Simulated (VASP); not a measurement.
Input of a VASP 6.6.1 run:

File INCAR:

```
SYSTEM = SnTe
PREC     = Accurate       ! precision mode
ENCUT    = 520            ! plane-wave cutoff, eV
EDIFF    = 1E-6           ! SCF threshold, eV
ISMEAR   = -1             ! smearing method
SIGMA    = 0.1            ! smearing width, eV
LREAL    = .FALSE.        ! projectors in reciprocal space
LASPH    = .TRUE.         ! aspherical terms in the spheres
NELM     = 80             ! most SCF steps
ALGO     = Normal         ! electronic algorithm
ISIF     = 2              ! what is computed and relaxed
LWAVE    = .FALSE.        ! write WAVECAR
LCHARG   = .FALSE.        ! write CHGCAR
GGA      = PE             ! functional
NBANDS   = 17             ! bands
```

File KPOINTS:

```
regular mesh
0
G
  10 10 10
  0 0 0
```

The input POSCAR:

```
SnTe
1.0
    0.0000000000      3.1508500000      3.1508500000
    3.1508500000      0.0000000000      3.1508500000
    3.1508500000      3.1508500000      0.0000000000
Te Sn
1 1
Direct
    0.5000000000      0.5000000000      0.5000000000
    0.0000000000      0.0000000000      0.0000000000
```

Potentials or basis: VASP PAW PBE potentials, release 64 (Te, Sn_d).

Command:

```sh
$ cat potpaw_PBE.64/Te/POTCAR potpaw_PBE.64/Sn_d/POTCAR > POTCAR
$ mpirun -np 1 vasp_std > vasp.out
```

**Question.** What does it give for the band gap on the k mesh?

**Answer.** 0.10 eV, direct.

**Question.** Predict the pressure.

**Answer.** 2.2 GPa.

Caveat: spin-orbit coupling is left out, which moves the levels of the heavy elements.

**What was measured.**

A printed reference work, textbook reports, for a bulk crystal of SnTe at 300 K: band gap 0.18 eV (direct).

Measured gap of SnTe: 0.18 eV (direct; 300 K; a printed reference work, textbook). This calculation gives 0.10 eV (-0.08 eV). Spin-orbit coupling on Sn, Te is left out. The value is that of PBE on a finite k mesh, which can miss the band edges, without temperature or zero-point motion. Semilocal functionals fall short of measured gaps as a rule.
